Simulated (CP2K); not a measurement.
**Ca in CP2K: convergence with cutoff ry**

Crystal: Ca.

```xyz
1
Lattice="3.9013 0.0000 0.0000 -1.1324 3.6152 0.0000 -1.3093 -1.7867 3.1875" Properties=species:S:1:pos:R:3 pbc="T T T"
Ca    0.0734   -0.0600    0.0843
```

The cell isn't the ideal one: cell strained at random at fixed volume.

* Program: CP2K 2026.2
* Task: single point
* Functional: PBE
* Potentials or basis: POTENTIAL_UZH Ca GTH-PBE-q10; TZVP-MOLOPT-PBE-GTH basis
* Density cutoff: 1225 eV
* k mesh: 6 × 7 × 6
* Occupations: fermi-dirac, width 0.0259 eV
* Spin: no spin polarisation

These are the settings of the first run; the series varies cutoff ry, with any setting tied to it.

Hardware: 1 thread of Arm Neoverse V1, on a shared host.

The values tried are 90 Ry, 140 Ry, 190 Ry, 250 Ry, 320 Ry, 380 Ry, 450 Ry, 560 Ry, 720 Ry, loosest first. From which on does the energy stay within 1 meV/atom of the tightest run that finished?

From 190 Ry on.

```
cutoff ry  energy less the tightest run, at zero smearing (meV/atom)  pressure (GPa)  SCF cycles  CPU time (s)  peak memory (GiB)
    90 Ry                                                     -14.38           -0.59          11           8.7               0.16
   140 Ry                                                     -12.58           -0.49          11           7.4               0.17
   190 Ry                                                      -0.31           -0.84          11           8.3               0.18
   250 Ry                                                      -0.03           -0.83          11           9.3               0.19
   320 Ry                                                       0.00           -0.84          11           9.2               0.21
   380 Ry                                                       0.00           -0.84          11           8.2               0.21
   450 Ry                                                       0.00           -0.84          11           9.3               0.25
   560 Ry                                                       0.00           -0.84          11            11               0.27
   720 Ry                                                       0.00           -0.84          11            13               0.32
```

Against the tightest run, the pressure stays within 0.1 GPa from 190 Ry on. The tightest run that finished is the yardstick and may itself not be fully converged.

Caveat, for the tightest run too: the cell was measured hot, at 740 K; the basis of atomic orbitals isn't converged, which shifts pressures, moduli and gaps.
